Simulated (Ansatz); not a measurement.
# A decomposition energy, worked out: Ga2P3

The calculation used Ansatz, DFT PBE, scalar-relativistic, plane waves, PAW. Settings: cutoff 420 eV, Γ-centred meshes spaced at most about 0.3 Å⁻¹, and about 0.25 Å⁻¹ or finer for metals (2π included), Gaussian smearing. No spin polarisation.

Formation energies are uncorrected and refer to the elements' standard structures at the same level. The references include black phosphorus.

Temperature and zero-point effects are left out. In Ga2P3 P-3m1 an odd number of electrons in the primitive cell allows no gap without spin; a larger cell or a magnetic state could open one. The reference form of P is held partly by dispersion forces, which this level lacks.

A trial structure of Ga2P3 (reached from: Al3Pt2 type (P-3m1); relaxed: space group P-3m1 (No. 164), a = 3.871 Å, c = 8.098 Å) has a formation energy of 0.093 eV/atom. It holds P–P nets (shortest 2.32 Å). At its composition the lowest mixture among the elements and 1 reference phase computed alike (others may be missing) consists of these:

```tsv
phase	source	ΔE_f (eV/atom)
P (solid)	element	-0.001
GaP (F-43m)	Materials Project	-0.432
```

The lowest database cell of P (-0.001) lies slightly below the reference, hence the non-zero entry.

**Question.** Write the balanced decomposition and find its energy per atom, per formula unit and per mole of formula units.

**Answer.** Balancing Ga and P gives Ga2P3 → P + 2 GaP. The left side holds 5 atoms, and the products take 1/5 (P) and 4/5 (GaP) of them. The mixture therefore lies at 1/5 × (-0.001) + 4/5 × (-0.432) = -0.346 eV/atom. The reaction energy is -0.346 − (0.093) = -0.439 eV/atom. Times 5 atoms that is -2.195 eV per Ga2P3, and times 96.485 it is -212 kJ per mole of Ga2P3. Decomposition is downhill, so the trial structure is unstable against this mixture.
